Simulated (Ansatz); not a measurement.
Choice of functional: LiCl

```xyz
2
Lattice="0.0000 2.5648 2.5648 2.5648 0.0000 2.5648 2.5648 2.5648 0.0000" Properties=species:S:1:pos:R:3 pbc="T T T"
Li    0.0000    0.0000    0.0000
Cl    2.5648    2.5648    2.5648
```

Atom numbers follow the list: Li1, Cl2.

The cell is COD entry 1011314, as deposited and not checked against the literature; nothing was relaxed. It is an old determination, and later ones may differ.

One fixed cell is solved with several functionals by PAW with the default files in Ansatz 0.2.0, scalar-relativistically. A positive pressure means that the functional wants a larger cell.

The PAW files were made with PBE; their cores are remade for each functional.

Numerical set-up: a Γ-centred 9×9×9 k mesh, Fermi–Dirac smearing of 0.03 eV, cutoff 420 eV, no spin polarisation.

Cutoffs: PBE 420 eV, LDA 420 eV, PBEsol 420 eV, r²SCAN 500 eV.

Task: Order the settings by the pressure that they give at this fixed cell, lowest first.
A. LDA
B. r²SCAN
C. PBE
D. PBEsol

Result: A (-3.24 GPa), D (-1.24 GPa), B (-0.34 GPa), C (0.40 GPa).

```
setting  P (GPa)  gap over the k mesh and a high-symmetry path (eV)  lowest level at Γ above −25 eV, from the valence-band top or, without a gap, the Fermi level (eV)
    PBE     0.40                                               6.33                                                                                             -13.40
    LDA    -3.24                                               5.98                                                                                             -13.36
 PBEsol    -1.24                                               6.12                                                                                             -13.40
 r²SCAN    -0.34                                               7.23                                                                                             -13.99
```
